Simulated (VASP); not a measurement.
# LiH: an input that fails (parallel tempering)

LiH, Fm-3m (no. 225), 16 atoms in the cell.

01/INCAR:
```
GGA = PE
PREC = Normal
ENCUT = 250
EDIFF = 1e-05
NELMIN = 4
NELM = 60
ALGO = Normal
LREAL = Auto
LASPH = .TRUE.
ISMEAR = 0
SIGMA = 0.05
ISYM = 0
LWAVE = .FALSE.
LCHARG = .FALSE.
IBRION = 0
NSW = 200
POTIM = 0.5
ISIF = 2
RANDOM_SEED = 535774 0 0
MDALGO = 1
ANDERSEN_PROB = 0.1
IMAGES = 3
LTEMPER = .TRUE.
NTEMPER = 5
TEBEG = 800
TEEND = 800
```

02/INCAR:
```
GGA = PE
PREC = Normal
ENCUT = 250
EDIFF = 1e-05
NELMIN = 4
NELM = 60
ALGO = Normal
LREAL = Auto
LASPH = .TRUE.
ISMEAR = 0
SIGMA = 0.05
ISYM = 0
LWAVE = .FALSE.
LCHARG = .FALSE.
IBRION = 0
NSW = 200
POTIM = 0.5
ISIF = 2
RANDOM_SEED = 535775 0 0
MDALGO = 1
ANDERSEN_PROB = 0.1
IMAGES = 3
LTEMPER = .TRUE.
NTEMPER = 5
TEBEG = 1600
TEEND = 1600
```

03/INCAR:
```
GGA = PE
PREC = Normal
ENCUT = 250
EDIFF = 1e-05
NELMIN = 4
NELM = 60
ALGO = Normal
LREAL = Auto
LASPH = .TRUE.
ISMEAR = 0
SIGMA = 0.05
ISYM = 0
LWAVE = .FALSE.
LCHARG = .FALSE.
IBRION = 0
NSW = 200
POTIM = 0.5
ISIF = 2
RANDOM_SEED = 535776 0 0
MDALGO = 1
ANDERSEN_PROB = 0.1
IMAGES = 3
LTEMPER = .TRUE.
NTEMPER = 5
TEBEG = 2400
TEEND = 2400
```

INCAR:
```
ALGO = Normal ; ANDERSEN_PROB = 0.1
EDIFF = 1E-5 ; ENCUT = 250
GGA = PE ; IBRION = 0
IMAGES = 3 ; ISIF = 2
ISMEAR = 0 ; ISYM = 0
LASPH = T ; LCHARG = F
LREAL = Auto ; LTEMPER = T
LWAVE = F ; MDALGO = 1
NELM = 60 ; NELMIN = 4
NSW = 200 ; NTEMPER = 5
POTIM = 0.5 ; PREC = Normal
RANDOM_SEED = 535774 0 0 ; SIGMA = 0.05
TEBEG = 800 ; TEEND = 800
```

KPOINTS:
```
k-points
0
Monkhorst-Pack
  2 2 2
```

01/POSCAR:
```
LiH
1.0
    0.0000000000      4.0735000000      4.0735000000
    4.0735000000      0.0000000000      4.0735000000
    4.0735000000      4.0735000000      0.0000000000
Li H
8 8
Direct
    0.0000000000      0.0000000000      0.0000000000
    0.0000000000      0.0000000000      0.5000000000
    0.0000000000      0.5000000000      0.0000000000
    0.0000000000      0.5000000000      0.5000000000
    0.5000000000      0.0000000000      0.0000000000
    0.5000000000      0.0000000000      0.5000000000
    0.5000000000      0.5000000000      0.0000000000
    0.5000000000      0.5000000000      0.5000000000
    0.2500000000      0.2500000000      0.2500000000
    0.2500000000      0.2500000000      0.7500000000
    0.2500000000      0.7500000000      0.2500000000
    0.2500000000      0.7500000000      0.7500000000
    0.7500000000      0.2500000000      0.2500000000
    0.7500000000      0.2500000000      0.7500000000
    0.7500000000      0.7500000000      0.2500000000
    0.7500000000      0.7500000000      0.7500000000
```

02/POSCAR:
```
LiH
1.0
    0.0000000000      4.0735000000      4.0735000000
    4.0735000000      0.0000000000      4.0735000000
    4.0735000000      4.0735000000      0.0000000000
Li H
8 8
Direct
    0.0000000000      0.0000000000      0.0000000000
    0.0000000000      0.0000000000      0.5000000000
    0.0000000000      0.5000000000      0.0000000000
    0.0000000000      0.5000000000      0.5000000000
    0.5000000000      0.0000000000      0.0000000000
    0.5000000000      0.0000000000      0.5000000000
    0.5000000000      0.5000000000      0.0000000000
    0.5000000000      0.5000000000      0.5000000000
    0.2500000000      0.2500000000      0.2500000000
    0.2500000000      0.2500000000      0.7500000000
    0.2500000000      0.7500000000      0.2500000000
    0.2500000000      0.7500000000      0.7500000000
    0.7500000000      0.2500000000      0.2500000000
    0.7500000000      0.2500000000      0.7500000000
    0.7500000000      0.7500000000      0.2500000000
    0.7500000000      0.7500000000      0.7500000000
```

03/POSCAR:
```
LiH
1.0
    0.0000000000      4.0735000000      4.0735000000
    4.0735000000      0.0000000000      4.0735000000
    4.0735000000      4.0735000000      0.0000000000
Li H
8 8
Direct
    0.0000000000      0.0000000000      0.0000000000
    0.0000000000      0.0000000000      0.5000000000
    0.0000000000      0.5000000000      0.0000000000
    0.0000000000      0.5000000000      0.5000000000
    0.5000000000      0.0000000000      0.0000000000
    0.5000000000      0.0000000000      0.5000000000
    0.5000000000      0.5000000000      0.0000000000
    0.5000000000      0.5000000000      0.5000000000
    0.2500000000      0.2500000000      0.2500000000
    0.2500000000      0.2500000000      0.7500000000
    0.2500000000      0.7500000000      0.2500000000
    0.2500000000      0.7500000000      0.7500000000
    0.7500000000      0.2500000000      0.2500000000
    0.7500000000      0.2500000000      0.7500000000
    0.7500000000      0.7500000000      0.2500000000
    0.7500000000      0.7500000000      0.7500000000
```

Commands:
```
cat potpaw_PBE.64/Li/POTCAR potpaw_PBE.64/H/POTCAR > POTCAR
mpirun -np 4 vasp_std > vasp.out
```

VASP stops with:
```
M_divide: can not subdivide            4 nodes by           3
```

Cause: ranks not divisible by the images.
